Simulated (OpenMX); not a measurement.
## Mg under changes of volume

One of the cells (23.237 Å³/atom); the others are scaled copies at fixed shape and fractional positions:

```xyz
2
Lattice="3.2093 0.0000 0.0000 -1.6046 2.7793 0.0000 0.0000 0.0000 5.2103" Properties=species:S:1:pos:R:3 pbc="T T T"
Mg    1.6047    0.9264    3.9077
Mg    0.0000    1.8529    1.3026
```

- Program: OpenMX 3.8.5
- Functional: PBE
- Potentials or basis: OpenMX 2013 PBE set, Mg7.0-s3p2d2, fixed grid of 36 × 36 × 70 points
- k mesh: 11 × 11 × 5
- Occupations: fermi-dirac, width 0.05 eV
- Spin: no spin polarisation

| volume (Å³/atom) | energy over the lowest point (meV/atom) | largest force (eV/Å) |
| --- | --- | --- |
| 21.843 | 6.83 | 0.012 |
| 22.308 | 2.04 | 0.011 |
| 22.772 | 0.00 | 0.009 |
| 23.237 | 0.39 | 0.008 |
| 23.702 | 2.99 | 0.007 |
| 24.167 | 7.63 | 0.006 |
| 24.631 | ? | ? |

Problem. What does the run at 24.631 Å³/atom give?

Solution. Energy over the lowest point 14.04 meV/atom; largest force 0.005 eV/Å.

Worked out: A Birch-Murnaghan fit of order 3 (a polynomial in V^(-2/3)) to the other rows has its minimum at 22.93 Å³/atom with B0 = V·E''(V) = 40 GPa and B' = 4.0 at fixed shape and positions, which overstates the stiffness. It gives 14.06 meV/atom at 24.631 Å³/atom, against the run's 14.04.

Energies are extrapolated to zero smearing.

Caveats: the basis of atomic orbitals isn't converged, which shifts pressures, moduli and gaps.
